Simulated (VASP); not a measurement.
An input for Quantum ESPRESSO's pw.x (written as the equivalent of a VASP run, and not itself run):

```
&CONTROL
  calculation = 'scf'
  pseudo_dir = './pseudo'
  outdir = './out'
  tprnfor = .true.
  tstress = .true.
/
&SYSTEM
  ibrav = 0
  nat = 3
  ntyp = 2
  ecutwfc = 84
  occupations = 'smearing'
  smearing = 'gaussian'
  degauss = 0.003675
  input_dft = 'pbe'
/
&ELECTRONS
  conv_thr = 7.3e-09
  electron_maxstep = 100
/
ATOMIC_SPECIES
  Sr 87.620 Sr.upf
  F 18.998 F.upf
CELL_PARAMETERS angstrom
     0.0000000    2.9333247    2.9333247
     2.9333247    0.0000000    2.9333247
     2.9333247    2.9333247    0.0000000
ATOMIC_POSITIONS crystal
  Sr   0.0000000  0.0000000  0.0000000
  F    0.2500000  0.2500000  0.2500000
  F    0.7500000  0.7500000  0.7500000
K_POINTS automatic
  6 6 6 0 0 0
```

### Question
Write the VASP files for the same calculation (PBE).

### Answer
This is not unique; one that fits is 
File KPOINTS:
```
Automatic mesh
0
Gamma
6 6 6
0 0 0
```

INCAR:
```
ALGO  =  Normal
EDIFF  =  1E-7
ENCUT  =  600
GGA  =  PE
ISIF  =  2
ISMEAR  =  0
LASPH  =  T
LCHARG  =  F
LMAXMIX  =  4
LREAL  =  F
LWAVE  =  F
NELM  =  100
PREC  =  Accurate
SIGMA  =  0.05
SYSTEM  =  SrF2
```

**POSCAR**
```
SrF2
4.1483480
  0.0000000000   0.7071067034   0.7071067034
  0.7071067034   0.0000000000   0.7071067034
  0.7071067034   0.7071067034   0.0000000000
Sr F
1 2
Cart
  0.0000000000   0.0000000000   0.0000000000
  0.3535533517   0.3535533517   0.3535533517
  1.0606600552   1.0606600552   1.0606600552
```

POTCAR, in this order: Sr_sv F (PBE.64 set). Program: vasp_std.

The two are equivalent in intent, not identical: the potentials are each code's own (VASP's PAW set, PseudoDojo norm-conserving files in pw.x), so ENCUT and ecutwfc are chosen apart and not converted; conv_thr bounds pw.x's estimated SCF error, while EDIFF bounds the energy change between steps.

The compound is SrF2 in the fluorite structure. It was relaxed first.
